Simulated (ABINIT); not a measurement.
## ZrB2: single point with r2SCAN

ZrB2:

```xyz
3
Lattice="3.1700 0.0000 0.0000 -1.5850 2.7453 0.0000 0.0000 0.0000 3.5330" Properties=species:S:1:pos:R:3 pbc="T T T"
Zr    0.0000    0.0000    0.0000
B     1.5850    0.9151    1.7665
B     0.0000    1.8302    1.7665
```

```json
{"Program": "ABINIT 10.8.3 (patched build)", "Task": "single point", "Functional": "r2SCAN", "Potentials or basis": "SG15 NC PBE v1.2", "Cutoff": "844 eV", "k mesh": "10 × 10 × 8", "Occupations": "fermi-dirac, width 0.05 eV", "Spin": "no spin polarisation"}
```

* Pressure: 0.0 GPa
* Band gap on the k mesh: none (metal or under the smearing width)
* Valence electrons inside the program's atomic spheres: Zr 8.42; B 2.66

Stress tensor (GPa, compression positive):
```
-1.02  0.00  0.00
 0.00 -1.02  0.00
 0.00  0.00  1.89
```

Levels at points of the mesh, in eV from the Fermi level:
```
           k point  band 7  band 8  band 9  band 10  band 11  band 12
(0.00, 0.00, 0.00)   -2.73   -2.63   -2.58     3.72     3.72     4.51
(0.50, 0.00, 0.00)   -4.08   -3.26   -2.73     2.34     2.56     5.26
(0.00, 0.00, 0.50)   -1.00   -1.00    0.45     0.45     0.94     0.94
(0.50, 0.00, 0.50)   -4.85   -4.36   -2.26     4.07     4.22     5.64
```

It took 32 s on 4 MPI ranks on Arm Neoverse V2 (shared host), peak memory 0.28 GiB a rank.

Caveat: the potentials were made for another functional, which shifts forces and pressure.
